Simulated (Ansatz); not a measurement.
# Density of states of BaS

```cif
data_structure
_symmetry_space_group_name_H-M 'Fm-3m'
_symmetry_Int_Tables_number 225
_cell_length_a 6.3875
_cell_length_b 6.3875
_cell_length_c 6.3875
_cell_angle_alpha 90.000
_cell_angle_beta 90.000
_cell_angle_gamma 90.000
_cell_volume 260.61
loop_
_atom_site_label
_atom_site_type_symbol
_atom_site_symmetry_multiplicity
_atom_site_Wyckoff_symbol
_atom_site_fract_x
_atom_site_fract_y
_atom_site_fract_z
_atom_site_occupancy
Ba1 Ba 4 a 0.00000 0.00000 0.00000 1
S1 S 4 b 0.50000 0.00000 0.00000 1
```

The runs use the primitive cell with vectors (0.000, 3.194, 3.194), (3.194, 0.000, 3.194), (3.194, 3.194, 0.000) Å, to which the k mesh refers.

The cell is COD entry 9008600, as deposited and not checked against the literature; nothing was relaxed.

No spin–orbit coupling, which matters for the heavy atoms here.

Computed with Ansatz 0.2.0, DFT, LDA, all-electron LAPW, scalar-relativistic.

The runs use a Γ-centred 7×7×7 k mesh, Fermi–Dirac smearing of 0.01 eV, basis error target 0.25 meV/atom, no spin polarisation.

States per eV and cell, averaged over 0.6 eV, from -12.4 to 3.0 eV, with energies (bin centres) from the valence-band top; empty bins are left out. The partial columns, the largest 3 alone, are projections on Löwdin-orthogonalised atomic shells (those that the program's projection atoms carry: the occupied ones and, for some elements, an empty d or f shell; other empty shells have no column), summed over atoms of an element. Weights on diffuse s and p shells depend on that basis and aren't pure angular character.

```json
{"E (eV)": "-12.2", "total": "0.91", "Ba 5p": "0.64", "S 3p": "0.01", "S 3s": "0.24"}
{"E (eV)": "-11.6", "total": "2.97", "Ba 5p": "2.29", "S 3p": "0.06", "S 3s": "0.50"}
{"E (eV)": "-11.0", "total": "6.12", "Ba 5p": "5.97", "S 3p": "0.12", "S 3s": "0.02"}
{"E (eV)": "-9.8", "total": "1.59", "Ba 5p": "0.37", "S 3p": "0.01", "S 3s": "1.13"}
{"E (eV)": "-9.2", "total": "1.74", "Ba 5p": "0.49", "S 3p": "0.01", "S 3s": "1.19"}
{"E (eV)": "-2.0", "total": "0.17", "Ba 5p": "0.00", "S 3p": "0.12", "S 3s": "0.00"}
{"E (eV)": "-1.4", "total": "2.36", "Ba 5p": "0.03", "S 3p": "1.87", "S 3s": "0.02"}
{"E (eV)": "-0.8", "total": "5.28", "Ba 5p": "0.11", "S 3p": "4.79", "S 3s": "0.01"}
{"E (eV)": "-0.2", "total": "2.20", "Ba 5p": "0.06", "S 3p": "2.03", "S 3s": "0.00"}
{"E (eV)": "2.2", "total": "0.14", "Ba 5p": "0.00", "S 3p": "0.00", "S 3s": "0.00"}
{"E (eV)": "2.8", "total": "0.54", "Ba 5p": "0.00", "S 3p": "0.01", "S 3s": "0.00"}
```

Problem. Which of the resolved shells contributes most in the top eV of the valence band?

Solution. S 3p, with 91 % of all states there; Ba 5p follows with 2 %.
